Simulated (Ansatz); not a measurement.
The system is CsSnI3.

```
Cs I Sn
1.0
     6.20570    0.00000    0.00000
     0.00000    6.20570    0.00000
     0.00000    0.00000    6.20570
Cs I Sn
1 3 1
Direct
  0.00000 0.00000 0.00000
  0.50000 0.50000 0.00000
  0.50000 0.00000 0.50000
  0.00000 0.50000 0.50000
  0.50000 0.50000 0.50000
```

Base run:

* Program: Ansatz 0.2.0
* Functional: PBE
* Potentials or basis: Ansatz PAW
* Cutoff: 420 eV
* Density cutoff: 1680 eV
* k mesh: 5 × 5 × 5
* Occupations: fermi-dirac, width 0.05 eV
* Spin: no spin polarisation

Its results: pressure 0.5 GPa.

Problem. The run is repeated on the same cell with these changes: functional from PBE to RPBE. What comes out?

Solution. Pressure 1.6 GPa.

RPBE binds less tightly than PBE, so the same cell stands under more pressure.

Caveats: the cell was measured hot, at 500 K; the potentials were made for another functional, which shifts forces and pressure (some runs); the PAW data sets come from PBE, with cores solved anew for the run's functional, which leaves a small shift of forces and pressure (some runs).

Not every run made on this cell is shown here.
